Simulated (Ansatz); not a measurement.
# SnSe: a sweep of the PAW cutoff

One table from this session's results is given with a row withheld; the runs are named, their logs left out.

Computed with Ansatz 0.2.0 (DFT, PBE, PAW with Ansatz's default frozen-core files, scalar-relativistic, unless a step's input says otherwise).

2 further runs of the same task are left out: 1 that didn't finish, 1 set aside as unsound or not needed.

**The starting structure**

It takes space group Pm-3m (No. 221, cubic). The conventional cell has a = 3.680 Å, b = 3.680 Å, c = 3.680 Å, α = 90.00°, β = 90.00°, γ = 90.00°. Around Sn (site symmetry m-3m) lie 8 Se at 3.19 Å. Se (site symmetry m-3m) has 8 Sn at 3.19 Å as nearest neighbours.

Structure file:

```xyz
2
Lattice="3.6796 0.0000 0.0000 0.0000 3.6796 0.0000 0.0000 0.0000 3.6796" Properties=species:S:1:pos:R:3 pbc="T T T"
Sn    0.0000    0.0000    0.0000
Se    1.8398    1.8398    1.8398
```

The structure (CsCl type) was typed from a prototype and relaxed by PAW; whether it is the ground state wasn't tested.

Atoms are numbered in the order of the input: Sn1, Se2.

Set-up of the first run:

Contents of input.yaml:

```yaml
crystal:
  lattice:
    - [3.6796456177, 0.0, 0.0]
    - [0.0, 3.6796456177, 0.0]
    - [0.0, 0.0, 3.6796456177]
  atoms:
    - { symbol: Sn, position: [0.0, 0.0, 0.0] }
    - { symbol: Se, position: [0.5, 0.5, 0.5] }
kpoints:
  mp_grid: { grid: [12, 12, 12] }
scf:
  occupations: { method: fermi_dirac, width: 0.03 }
hamiltonian:
  xc: pbe
  pseudopotentials: { kind: paw }
output:
  forces: true
  stress: true
  eigenvalues: true
  efg: { contact_densities: true }
basis:
  ecutwfc: 250
```

Command:

```bash
ansatz run input.yaml --threads 1 --pin off --max-ram 2048MiB --backend cpu --events-out ev --progress --plain --runs-dir out
```

Among the steps run: With PAW files, cutoff 250 eV; With PAW files, cutoff 300 eV; With PAW files, cutoff 350 eV; With PAW files, cutoff 600 eV; With PAW files, cutoff 800 eV.

One of the session's tables, all rows but one given; the rest of the session is left out.

| cutoff (eV) | pressure (GPa) |
| --- | --- |
| 250 | 0.35 |
| 300 | ? |
| 350 | 0.00 |
| 600 | -0.02 |
| 800 | -0.02 |

**Question.** Estimate the row for cutoff (eV) = 300.

Worked estimate for «pressure (GPa)». A straight line through the neighbours (250, 0.35) and (350, 0.00) gives 0.35 + (0.00 − 0.35) × (300 − 250) / (350 − 250) = 0.17; a parabola fitted to 3 rows on both sides gives 0.15.

As computed: pressure (GPa): 0.04. In «pressure (GPa)» the line misses by +0.13 and the parabola by +0.11. The values bend between the rows more than so simple an estimate can follow.

Energies are those extrapolated to zero smearing.

To keep in mind: Warnings in the runs' records: gradients without spin orbit, cutoff below recommended.
